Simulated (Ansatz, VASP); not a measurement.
W: VASP beside Ansatz

```
W
1.0
     0.00000    2.03000    2.03000
     2.03000    0.00000    2.03000
     2.03000    2.03000    0.00000
W
1
Direct
  0.00000 0.00000 0.00000
```

This isn't the form of W at room conditions, which is bcc.

Alike in both runs: functional BLYP; k mesh 11 × 11 × 11; occupations fermi-dirac, width 0.05 eV; no spin polarisation.

|  | VASP | Ansatz |
| --- | --- | --- |
| version | VASP 6.6.1 | Ansatz 0.2.0 |
| potentials or method | VASP PAW PBE potentials, release 64 (W_sv) | Ansatz PAW |
| plane-wave cutoff (eV) | 520 | 420 |
| valence electrons in the cell | 14 | 14 |
| task | single point | band structure |

Ansatz gave:

* gap on the k mesh at the Fermi level (eV): none
* pressure (GPa): 4.8

Task: What did VASP give for the same quantities?

Result: gap on the k mesh at the Fermi level (eV): none; pressure (GPa): 6.3.

A gap of «none» marks a metal or a gap that the smearing closes.

Caveats: the PAW data sets were made with another functional, which shifts forces and pressure a little (VASP); spin-orbit coupling is left out, which moves the levels of the heavy elements (Ansatz); the PAW data sets come from PBE, with cores solved anew for the run's functional, which leaves a small shift of forces and pressure (Ansatz). Spin-orbit coupling is left out, which matters for the levels of W.
